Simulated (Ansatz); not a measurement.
## TiAl₃: moving Ti off its site

TiAl₃, Pm-3m, a = 3.956 Å. This isn't the usual stable structure of the compound. Ansatz: r2SCAN, PAW, 500 eV, Γ-centred 12×12×12 mesh on 4 atoms, Gaussian smearing 0.15 eV; no spin polarisation.

```xyz
4
Lattice="3.9557 0.0000 0.0000 0.0000 3.9557 0.0000 0.0000 0.0000 3.9557" Properties=species:S:1:pos:R:3 pbc="T T T"
Ti    0.0000    0.0000    0.0000
Al    1.9778    1.9778    0.0000
Al    1.9778    0.0000    1.9778
Al    0.0000    1.9778    1.9778
```

Atom 1 (Ti) moves by x along the unit vector (0.577, 0.577, 0.577), with its periodic images; all else is held. y is the free energy of the cell over the start, F the force along the path summed over the moved atoms. Symmetry makes y even in x.

```tsv
x (Å)	y (meV)	F (eV/Å)
-0.200	?	?
-0.100	50.0	1.00
0.000	0.0	0.00
0.025	3.1	-0.25
0.050	12.5	-0.50
0.075	28.1	-0.75
0.125	78.3	-1.26
0.150	113.1	-1.52
0.175	154.5	-1.79
```

Problem. Fit y = c2 x² + c4 x⁴ to the energies of the other rows, give the force constant, and predict energy and force of the missing row.

Solution. Least squares on the rows shown. y = 4978.7 x² + 2152.7 x⁴. The force constant is 2 c2 = 9.96 eV/Å² (for all images moving together, not for a lone atom). The force −dy/dx at the missing row is 2.06 eV/Å (computed 2.06). At x = -0.200 the fit asked for gives 202.6 meV. The run gave 202.6 meV, the same to the digits shown.